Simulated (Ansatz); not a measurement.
Set up this calculation in Ansatz 0.2.0, as the native input.

| Quantity | Value |
| --- | --- |
| Task | single point |
| Functional | PBE |
| Potentials or basis | Ansatz PAW |
| Cutoff | 500 eV |
| Density cutoff | 2000 eV |
| k mesh | 8 × 8 × 8 |
| Occupations | fermi-dirac, width 0.05 eV |
| Spin | no spin polarisation |

Si:

```
CELL_PARAMETERS angstrom
0.00000 2.72185 2.72185
2.72185 0.00000 2.72185
2.72185 2.72185 0.00000
ATOMIC_POSITIONS crystal
Si 0.50000 0.50000 0.50000
Si 0.75000 0.75000 0.75000
```

The input as run:

input.yaml

```yaml
crystal:
  lattice:
    - [0.0, 2.7218511865, 2.7218511865]
    - [2.7218511865, 0.0, 2.7218511865]
    - [2.7218511865, 2.7218511865, 0.0]
  atoms:
    - { symbol: Si, position: [0.5, 0.5, 0.5] }
    - { symbol: Si, position: [0.75, 0.75, 0.75] }
hamiltonian:
  xc: pbe
  pseudopotentials: { kind: paw }
kpoints:
  mp_grid: { grid: [8, 8, 8] }
scf:
  occupations: { method: fermi_dirac, width: 0.05 }
basis:
  ecutwfc: "500 eV"
output:
  forces: true
  stress: true
  eigenvalues: true
```

Potentials or basis: Ansatz PAW.

The run is started by

```sh
$ ansatz run input.yaml --threads 2 --pin off --max-ram 5120MiB --backend cpu --events-out ev --progress --plain --runs-dir out
```

It gave:

```
Pressure               : 1.3 GPa
Band gap on the k mesh : 0.63 eV, indirect (least direct gap 2.56 eV)
```

Run time: 0.56 s on 2 threads of Arm Neoverse V1, on a shared host, peak memory 0.28 GiB.
